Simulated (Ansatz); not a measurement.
# PbO (WC type): other levels of theory at one geometry

One table from this session's results is given with a row withheld; the runs are named, their logs left out.

Program: Ansatz 0.2.0. Level of theory: DFT at several levels, plane waves, PAW. These are calculated values, not measurements.

3 further runs of the same task are left out: 3 that didn't finish. Runs told in other sessions of the task aren't counted.

### The structure to begin with

Symmetry: P-6m2, No. 187, hexagonal system. Conventional cell: a = 3.568 Å, b = 3.568 Å, c = 3.295 Å, α = 90.00°, β = 90.00°, γ = 120.00°. Pb (site symmetry -6m2) has 6 O at 2.64 Å in its first shell of neighbours. Around O (site symmetry -6m2) lie 6 Pb at 2.64 Å.

As a file:

```xyz
2
Lattice="3.5679 0.0000 0.0000 -1.7839 3.0899 0.0000 0.0000 0.0000 3.2951" Properties=species:S:1:pos:R:3 pbc="T T T"
Pb    0.0000    0.0000    0.0000
O     1.7839    1.0300    1.6476
```

An earlier run at PBE left this cell at 18.163 Å³/atom and 0.02 GPa (12×12×10 mesh), a metal on this mesh.

Levels to run: PBE+SOC; r²SCAN; PBEsol; LDA. Hardware: 2 threads of Arm Neoverse V2, shared host.

The first run:

input.yaml reads:

```yaml
crystal:
  lattice:
    - [3.5678723414, 0.0, 0.0]
    - [-1.7839361707, 3.0898680851, 0.0]
    - [0.0, 0.0, 3.295113484]
  atoms:
    - { symbol: Pb, position: [0.0, 0.0, 0.0] }
    - { symbol: O, position: [0.6666666667, 0.3333333333, 0.5] }
basis:
  ecutwfc: 420
  ecutrho_ratio: 4
kpoints:
  mp_grid: { grid: [12, 12, 10] }
hamiltonian:
  xc: pbe
scf:
  occupations: { method: gaussian, width: 0.05 }
output:
  forces: true
  stress: true
  eigenvalues: true
  populations: true
  dos: { projected: true, de: 0.02 }
  write_density: true
  write_potential: true
  elf: true
  volumetric_format: npy
magnetization:
  noncollinear: true
  spin_orbit: true
```

On the command line:

```
ansatz run input.yaml --threads 2 --pin off --max-ram 2662MiB --backend cpu --events-out ev --progress --plain --runs-dir out
```

Steps of the session up to this table: PBE+SOC; r²SCAN; PBEsol; LDA.

One of the session's tables, all rows but one given; the rest of the session is left out.

| level | pressure (GPa) |
| --- | --- |
| PBE | 0.0 |
| LDA | ? |
| PBEsol | -4.4 |
| PBE+SOC | -0.1 |
| r²SCAN | -2.9 |

**Question.** Estimate the row for LDA.

As computed: pressure (GPa): -7.4. In the column «pressure (GPa)» it is the lowest.

The pressure runs from -7.4 GPa (LDA) to 0.0 GPa (PBE); a negative pressure means that level wants a smaller cell, a positive one a larger cell. The gap is widest with r²SCAN (0.29 eV) and closes with PBE, LDA, PBEsol, PBE+SOC. Total energies of different levels have different zeros and can't be compared.
